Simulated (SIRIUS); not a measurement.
CoO: changing smearing width

```
Co O
1.0
     2.85630    0.00000    0.00000
    -1.42815    2.47363    0.00000
     0.00000    0.00000    2.78761
Co O
1 1
Direct
  0.00000 0.00000 0.00000
  0.66667 0.33333 0.50000
```

Measurements of this composition are mostly on another form, of space group No. 225.

Kept alike: task single point; functional PBE; k mesh 11 × 11 × 10; collinear spin, ferromagnetic start. Program: SIRIUS, all-electron FP-LAPW, apw+lo standard, cutoff 276 eV. The mesh is that of the run's cell of 2 atoms. No spin-orbit coupling.

| smearing width | largest site moment (μB) |
| --- | --- |
| 0.01 | 2.59 |
| 0.03 | 2.59 |
| 0.1 | 2.59 |
| 0.2 | 2.55 |
| 0.3 | 2.45 |

For a metal such a mesh leaves the last digits unconverged. The runs hold the magnetic state that their start led to, which needn't be the lowest. Site moments count inside each atom's sphere or projector.

What does smearing width change here?

The largest site moment falls from 2.59 to 2.45 μB between 0.01 and 0.3.

The cobalt moment is insensitive to smearing up to a width of 0.1, holding at 2.59 μB, and only then declines, to 2.55 and finally 2.45 μB. The plateau value fits high-spin divalent cobalt, with part of the spin density transferred to oxygen by covalency or lying outside the cobalt sphere. High spin is also what the weak ligand field of oxide in a trigonal prism would favour.

The decline probably reflects fractional occupation: a broad distribution empties some majority-spin states below the Fermi level and fills minority-spin d states above it. The smaller spin polarisation in turn weakens the exchange splitting, which makes further transfer easier. The loss remains modest, so the high-spin character survives even the widest smearing. The narrower widths are therefore safe for the local moment in this state, though the plateau alone doesn't reveal whether the state is metallic or gapped. Nor can the decline be read as a magnetisation curve, since real heating would also disorder the directions of the moments.
